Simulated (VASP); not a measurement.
# MgH2 (P1) in VASP: settings compared

One crystal, MgH2, is run at these levels: PBE, RPBE; tasks: relaxation of cell and atoms.

Everything below comes from runs of VASP 6.6.1. Logs are shortened: lines on timing, memory, paths and dates and some standing lists are left out, and cuts for length are marked.

## (1) The cell of the first run

The typed cell holds 3 atoms: a = 3.367 Å, b = 3.367 Å, c = 3.367 Å, α = 60.00°, β = 60.00°, γ = 60.00°.

The cell comes from a database or a generator and needn't be the stable form of this composition.

## (2) Relaxation of cell and atoms, PBE (all atoms moved at random, sigma 0.02 Å a component)

INCAR

```
PREC = Accurate ; ENCUT = 600
EDIFF = 1E-7 ; ISMEAR = 0
SIGMA = 0.05 ; LREAL = False
LASPH = True ; NELM = 80
ALGO = Normal ; ISIF = 3
LWAVE = False ; LCHARG = False
GGA = PE ; IBRION = 2
NSW = 40 ; EDIFFG = -0.01
```

KPOINTS

```
regular mesh
0
Gamma
  10 10 10
```

POSCAR

```
MgH2
1.0
    0.0000000000      2.3810671700      2.3810671700
    2.3810671700      0.0000000000      2.3810671700
    2.3810671700      2.3810671700      0.0000000000
Mg H
1 2
Direct
    0.0120048800      0.9832899500      0.0115125200
    0.7519630300      0.7515515000      0.7474538500
    0.2360320900      0.2651585500      0.2410336300
```

Potentials or basis: VASP PAW PBE potentials, release 64 (Mg, H).

The run is started by

```
cat potpaw_PBE.64/Mg/POTCAR potpaw_PBE.64/H/POTCAR > POTCAR
mpirun -np 1 vasp_std > vasp.out
```

OUTCAR:

```text
PREC = Accurate
   ENCUT = 600
   EDIFF = 1E-7
   ISMEAR = 0
   LREAL = False
   LASPH = True
   NELM = 80
   ISIF = 3
   GGA = PE
   IBRION = 2
   NSW = 40
   EDIFFG = -0.01

 ion  position               nearest neighbor table
   1  0.012  0.983  0.012-   3 1.98   2 2.02   3 2.02   2 2.04   2 2.08   2 2.11   3 2.12   3 2.14

   2  0.752  0.752  0.747-   1 2.02   1 2.04   1 2.08   1 2.11
   3  0.236  0.265  0.241-   1 1.98   1 2.02   1 2.12   1 2.14

  LATTYP: Found a face centered cubic cell.
 ALAT       =     4.7621343400

  Lattice vectors:

 A1 = (   0.0000000000,   2.3810671700,   2.3810671700)
 A2 = (   2.3810671700,   0.0000000000,   2.3810671700)
 A3 = (   2.3810671700,   2.3810671700,   0.0000000000)

Analysis of symmetry for initial positions (statically):
=====================================================================
 Subroutine PRICEL returns:
 Original cell was already a primitive cell.

 Routine SETGRP: Setting up the symmetry group for a
 face centered cubic supercell.

 Subroutine GETGRP returns: Found  1 space group operations
 (whereof  1 operations were pure point group operations)
 out of a pool of 48 trial point group operations.

The static configuration has the point symmetry C_1 .

Analysis of symmetry for dynamics (positions and initial velocities):
=====================================================================
 Subroutine PRICEL returns:
 Original cell was already a primitive cell.

 Routine SETGRP: Setting up the symmetry group for a
 face centered cubic supercell.

 Subroutine GETGRP returns: Found  1 space group operations
 (whereof  1 operations were pure point group operations)
 out of a pool of 48 trial point group operations.

The dynamic configuration has the point symmetry C_1 .

 Subroutine INISYM returns: Found  1 space group operations
 (whereof  1 operations are pure point group operations),
 and found     1 'primitive' translations

----------------------------------------------------------------------------------------

                                     Primitive cell

  volume of cell :      26.9988

  direct lattice vectors                    reciprocal lattice vectors
     0.000000000  2.381067170  2.381067170    -0.209989876  0.209989876  0.209989876
     2.381067170  0.000000000  2.381067170     0.209989876 -0.209989876  0.209989876
     2.381067170  2.381067170  0.000000000     0.209989876  0.209989876 -0.209989876

  length of vectors
     3.367337485  3.367337485  3.367337485     0.363713134  0.363713134  0.363713134

  position of ions in fractional coordinates (direct lattice)
     0.012004880  0.983289950  0.011512520
     0.751963030  0.751551500  0.747453850
     0.236032090  0.265158550  0.241033630

  ion indices of the primitive-cell ions
   primitive index   ion index
                 1           1
                 2           2
                 3           3

----------------------------------------------------------------------------------------

 KPOINTS: regular mesh

Automatic generation of k-mesh.
 Grid dimensions read from file:
 generate k-points for:   10   10   10

 Generating k-lattice:

  Cartesian coordinates                     Fractional coordinates (reciprocal lattice)
    -0.020998988  0.020998988  0.020998988     0.100000000  0.000000000  0.000000000
     0.020998988 -0.020998988  0.020998988     0.000000000  0.100000000  0.000000000
     0.020998988  0.020998988 -0.020998988     0.000000000  0.000000000  0.100000000

  Length of vectors
     0.036371313  0.036371313  0.036371313

  Shift w.r.t. Gamma in fractional coordinates (k-lattice)
     0.000000000  0.000000000  0.000000000

 Subroutine IBZKPT returns following result:
 ===========================================

 Found    504 irreducible k-points:

 Following reciprocal coordinates:
            Coordinates               Weight
  0.000000  0.000000  0.000000      1.000000
  0.100000  0.000000  0.000000      2.000000
  0.000000  0.100000  0.000000      2.000000
  0.000000  0.000000  0.100000      2.000000
  0.100000  0.100000  0.100000      2.000000
  0.200000  0.000000  0.000000      2.000000
[... 16 lines left out ...]
  0.000000  0.100000  0.100000      2.000000
  0.100000  0.000000  0.100000      2.000000
 [... further k-points ...]
   k-points           NKPTS =    504   k-points in BZ     NKDIM =    504   number of bands    NBANDS=      6
   number of dos      NEDOS =    301   number of ions     NIONS =      3
   total plane-waves  NPLWV =  21952
   dimension x,y,z NGX =    28 NGY =   28 NGZ =   28
   dimension x,y,z NGXF=    56 NGYF=   56 NGZF=   56
   ions per type =               1   2
   NGX,Y,Z   is equivalent  to a cutoff of  13.82, 13.82, 13.82 a.u.
   NGXF,Y,Z  is equivalent  to a cutoff of  27.65, 27.65, 27.65 a.u.
 SYSTEM =  unknown system
   PREC   = accura    normal or accurate (medium, high low for compatibility)
   ISTART =      0    job   : 0-new  1-cont  2-samecut
   ICHARG =      2    charge: 1-file 2-atom 10-const
   ISPIN  =      1    spin polarized calculation?
   LNONCOLLINEAR =      F non collinear calculations
   LSORBIT =      F    spin-orbit coupling
   LASPH  =      T    aspherical Exc in radial PAW
   ENCUT  =  600.0 eV  44.10 Ry    6.64 a.u.   6.73  6.73  6.73*2*pi/ulx,y,z
   NELM   =     80;   NELMIN=  2; NELMDL= -5     # of ELM steps
   EDIFF  = 0.1E-06   stopping-criterion for ELM
   LREAL  =      F    real-space projection
   EDIFFG = -.1E-01   stopping-criterion for IOM
   NSW    =     40    number of steps for IOM
   IBRION =      2    ionic relax: 0-MD 1-quasi-New 2-CG
   NFREE  =      1    steps in history (QN), initial steepest desc. (CG)
   ISIF   =      3    stress and relaxation
   ISYM   =      2    0-nonsym 1-usesym 2-fastsym
   POTIM  = 0.5000    time-step for ionic-motion
   TEBEG  =    0.0;   TEEND  =   0.0 temperature during run
   PSTRESS=    0.0 pullay stress
   NELECT =       4.0000    total number of electrons
   NUPDOWN=      -1.0000    fix difference up-down
   EMIN   =  10.00;   EMAX   =-10.00  energy-range for DOS
   EFERMI =   0.00;   METHOD = LEGACY
   ISMEAR =     0;   SIGMA  =   0.05  broadening in eV -4-tet -1-fermi 0-gaus
   EFERMI_NEDOS =   21; number of points for ismear=-14 and -15
   IALGO  =     38    algorithm
   IMIX   =      4    mixing-type and parameters
     AMIX     =   0.40;   BMIX     =  1.00
     AMIX_MAG =   1.60;   BMIX_MAG =  1.00
  volume/ion in A,a.u.               =       9.00        60.73
  Fermi-wavevector in a.u.,A,eV,Ry     =   0.866257  1.636987 10.209817  0.750400
  Thomas-Fermi vector in A             =   1.984619
   LORBIT       =      0    0 simple, 1 ext, 2 COOP (PROOUT), +10 PAW based schemes
   GGA     = PE    functional components
   LHFCALC =     F    Hartree Fock is set to
   AEXX    =    0.0000 exact exchange contribution
   IVDW    =     0    specifies the selected vdW correction
   LEPSILON=     F    determine dielectric tensor
   LRPA    =     F    only Hartree local field effects (RPA)
 conjugate gradient relaxation of ions
 non-spin polarized calculation
 Gauss-broadening in eV      SIGMA  =   0.05
  energy-cutoff  :      600.00
  volume of cell :       27.00
 maximum number of plane-waves:       934
   NGX = 13   NGY = 13   NGZ = 13

--------------------------------------- Ionic step        1  -------------------------------------------

 number of electron       4.0000000 magnetization

 Free energy of the ion-electron system (eV)
  ---------------------------------------------------
  ext. energy  EPLUGINS =         0.00000000
  ---------------------------------------------------
  free energy    TOTEN  =        -8.48333480 eV

  energy without entropy =       -8.48332494  energy(sigma->0) =       -8.48332987

------------------------ aborting loop because EDIFF is reached ----------------------------------------

  FORCE on cell =-STRESS in cart. coord.  units (eV):
  Direction    XX          YY          ZZ          XY          YZ          ZX
  --------------------------------------------------------------------------------------
  -------------------------------------------------------------------------------------
  Total       -0.0182786     -0.0270997     -0.0188834     -0.0137815     -0.0324828      0.0505586
  in kB       -1.0847003     -1.6081650     -1.1205892     -0.8178297     -1.9276070      3.0002753
  external PRESSURE =      -1.2711515 kB  Pullay stress =       0.0000000 kB

 VOLUME and BASIS-vectors are now :
 -----------------------------------------------------------------------------
  energy-cutoff  :      600.00
  volume of cell :       27.00
      direct lattice vectors                 reciprocal lattice vectors
     0.000000000  2.381067170  2.381067170    -0.209989876  0.209989876  0.209989876
     2.381067170  0.000000000  2.381067170     0.209989876 -0.209989876  0.209989876
     2.381067170  2.381067170  0.000000000     0.209989876  0.209989876 -0.209989876
[... 149 lines left out ...]
 POSITION                                       TOTAL-FORCE (eV/Angst)
 -----------------------------------------------------------------------------------
      2.37484      2.37554      0.00514        -0.001842     -0.007042     -0.009627
      3.57424      3.55345      3.56952        -0.007023      0.007306     -0.003628
      1.19002      1.18342      1.18709         0.008865     -0.000264      0.013255
 -----------------------------------------------------------------------------------
    total drift:                                0.000003      0.000024      0.000023

  FREE ENERGIE OF THE ION-ELECTRON SYSTEM (eV)
  ---------------------------------------------------
  free  energy   TOTEN  =        -8.4988209703 eV

  energy  without entropy=       -8.4988044346  energy(sigma->0) =       -8.49881270

--------------------------------------- Ionic step        6  -------------------------------------------

 number of electron       4.0000000 magnetization

 Free energy of the ion-electron system (eV)
  ---------------------------------------------------
  ext. energy  EPLUGINS =         0.00000000
  ---------------------------------------------------
  free energy    TOTEN  =        -8.49886650 eV

  energy without entropy =       -8.49884903  energy(sigma->0) =       -8.49885777

 E-fermi :   3.0182     XC(G=0):  -8.9621

 val. band max:        2.9293520555   @ k =   0.1000   0.0000  -0.1000
 cond. band min:       3.1156395719   @ k =   0.5000   0.1000   0.5000
 fundamental gap:      0.1862875164
 Fermi energy:         3.0182191727

 k-point     1 :       0.0000    0.0000    0.0000
  band No.  band energies     occupation
      1      -6.9955      2.00000
      2       3.9398      0.00000
      3      12.2757      0.00000
      4      12.3693      0.00000
      5      12.4309      0.00000
      6      14.8696      0.00000

 k-point     2 :       0.1000    0.0000    0.0000
  band No.  band energies     occupation
      1      -6.8108      2.00000
      2       3.5274      0.00000
      3      11.5347      0.00000
      4      12.0197      0.00000
      5      12.1081      0.00000
      6      14.8994      0.00000
[... 181 lines left out ...]
 k-point    23 :       0.0000    0.1000    0.1000
  band No.  band energies     occupation
      1      -6.7510      2.00000
      2       3.4379      0.00000
      3      11.1809      0.00000
      4      11.2641      0.00000
      5      13.3603      0.00000
      6      13.9413      0.00000

 k-point    24 :       0.1000    0.0000    0.1000
  band No.  band energies     occupation
      1      -6.7512      2.00000
      2       3.4386      0.00000
      3      11.1532      0.00000
      4      11.2965      0.00000
      5      13.3577      0.00000
      6      13.9308      0.00000

 [... further k-points ...]
[... 5 lines left out ...]
  --------------------------------------------------------------------------------------
  -------------------------------------------------------------------------------------
  Total        0.0175914      0.0063321      0.0169387      0.0018378      0.0043691     -0.0067937
  in kB        1.0522149      0.3787506      1.0131758      0.1099295      0.2613359     -0.4063579
  external PRESSURE =       0.8147138 kB  Pullay stress =       0.0000000 kB

 VOLUME and BASIS-vectors are now :
 -----------------------------------------------------------------------------
  energy-cutoff  :      600.00
  volume of cell :       26.79
      direct lattice vectors                 reciprocal lattice vectors
     0.005901180  2.371094357  2.370254822    -0.211098708  0.210742770  0.211603721
     2.381862629 -0.005766458  2.381921080     0.209790037 -0.209983881  0.209535946
     2.373003899  2.373902938  0.003096248     0.211358558  0.210243703 -0.210844386

 POSITION                                       TOTAL-FORCE (eV/Angst)
 -----------------------------------------------------------------------------------
      2.37330      2.37398      0.00393        -0.001259     -0.000451     -0.003832
      3.57028      3.55519      3.56637        -0.001807      0.001954     -0.000590
      1.19020      1.18397      1.18807         0.003066     -0.001502      0.004422
 -----------------------------------------------------------------------------------
    total drift:                                0.000002      0.000020      0.000018

  FREE ENERGIE OF THE ION-ELECTRON SYSTEM (eV)
  ---------------------------------------------------
  free  energy   TOTEN  =        -8.4988664974 eV

  energy  without entropy=       -8.4988490344  energy(sigma->0) =       -8.49885777

 reached required accuracy - stopping structural energy minimisation
```

Wall time 8 min (1 thread of AMD EPYC 7R43 (Zen 3), shared host); peak memory 0.24 GiB.

What came out:

```yaml
Free_energy: -8.4989 eV
Relaxed_volume: 8.93 Å³/atom
Relaxed_cell: a = 3.353 Å, b = 3.369 Å, c = 3.357 Å, α = 60.04°, β = 59.86°, γ = 60.00°
Space_group_after_relaxing_to_0.05_Å: Fm-3m (No. 225)
Energy_gained_by_relaxing: 5.2 meV/atom
Ionic_steps: 6
Pressure_after_relaxing: 0.1 GPa
Largest_force_after_relaxing: 0.006 eV/Å
Band_gap_on_the_k_mesh: none (metal or under the smearing width)
```

Forces on the atoms (eV/Å):
```
Mg  -0.001  0.000 -0.004
H   -0.002  0.002 -0.001
H    0.003 -0.002  0.004
```

The path:
```csv
step,energy change (eV),largest force (eV/Å),pressure (GPa),volume (Å³)
1,0.0000,0.2679,-0.13,27.00
2,-0.0063,0.2067,-0.18,26.97
3,-0.0152,0.0354,-0.14,26.89
4,-0.0154,0.0258,-0.12,26.88
5,-0.0155,0.0159,-0.02,26.83
6,-0.0155,0.0056,0.08,26.79
```

Final structure:
```
Mg H
1.0
     0.00590    2.37109    2.37025
     2.38186   -0.00577    2.38192
     2.37300    2.37390    0.00310
Mg H
1 2
Cartesian
  2.3733 2.3740 0.0039
  3.5703 3.5552 3.5664
  1.1902 1.1840 1.1881
```

## (3) Relaxation of cell and atoms, RPBE (all atoms moved at random, sigma 0.02 Å a component)

INCAR

```
PREC = Accurate
ENCUT = 600
EDIFF = 1E-6
ISMEAR = 0
SIGMA = 0.05
LREAL = False
LASPH = True
NELM = 80
ALGO = Fast
ISIF = 3
LWAVE = False
LCHARG = False
GGA = RP
IBRION = 2
NSW = 40
EDIFFG = -0.01
```

KPOINTS is that of step 2.

POSCAR is that of step 2.

Potentials or basis: VASP PAW PBE potentials, release 64 (Mg, H).

The run is started by

```
cat potpaw_PBE.64/Mg/POTCAR potpaw_PBE.64/H/POTCAR > POTCAR
mpirun -np 1 vasp_std > vasp.out
```

It took 9.1 min on 1 thread of AMD EPYC 7R43 (Zen 3), shared host; peak memory 0.23 GiB.

It converged, with:

| Item | Value |
| --- | --- |
| Free energy | -8.3461 eV |
| Relaxed volume | 9.20 Å³/atom |
| Relaxed cell | a = 3.387 Å, b = 3.403 Å, c = 3.391 Å, α = 60.03°, β = 59.87°, γ = 59.99° |
| Space group after relaxing (to 0.05 Å) | Fm-3m (No. 225) |
| Energy gained by relaxing | 6.1 meV/atom |
| Ionic steps | 9 |
| Pressure after relaxing | 0.0 GPa |
| Largest force after relaxing | 0.007 eV/Å |
| Band gap on the k mesh | none (metal or under the smearing width) |

Forces on the atoms (eV/Å):
```
Mg   0.000 -0.002 -0.003
H   -0.004  0.005 -0.001
H    0.004 -0.003  0.004
```

The path:
```
step  energy change (eV)  largest force (eV/Å)  pressure (GPa)  volume (Å³)
   1              0.0000                0.2747            1.66        27.00
   2             -0.0090                0.1992            0.70        27.37
   3             -0.0152                0.0558           -1.20        28.24
   4             -0.0155                0.0778           -0.89        28.08
   5             -0.0174                0.0475           -0.51        27.88
   6             -0.0183                0.0102           -0.01        27.63
   7             -0.0183                0.0101            0.01        27.62
   8             -0.0183                0.0102            0.03        27.61
   9             -0.0183                0.0068            0.02        27.61
```

Final structure:
```
Mg H
1.0
     0.00610    2.39486    2.39483
     2.40637   -0.00546    2.40638
     2.39763    2.39768    0.00328
Mg H
1 2
Direct
  0.00023 0.00010 0.99994
  0.74994 0.75007 0.75000
  0.24983 0.24983 0.25006
```

Levels at points of the mesh, in eV from the Fermi level:
```csv
k point,band 1,band 2,band 3,band 4,band 5,band 6
"(0.00, 0.00, 0.00)",-9.90,0.65,9.09,9.17,9.23,11.64
"(0.50, 0.00, 0.00)",-5.72,-5.63,6.61,6.98,8.83,8.89
"(0.00, 0.50, 0.00)",-5.78,-5.66,6.66,7.07,8.92,8.96
"(0.00, 0.00, 0.50)",-5.74,-5.64,6.62,7.00,8.84,8.91
"(0.50, 0.50, 0.50)",-5.75,-5.65,6.64,7.02,8.86,8.94
"(0.50, 0.50, 0.00)",-5.78,-2.50,-0.36,4.59,4.62,7.85
"(0.00, 0.50, 0.50)",-5.78,-2.50,-0.36,4.57,4.65,7.85
"(0.50, 0.00, 0.50)",-5.78,-2.50,-0.36,4.53,4.68,7.85
```

Caveat: the PAW data sets were made with another functional, which shifts forces and pressure a little.
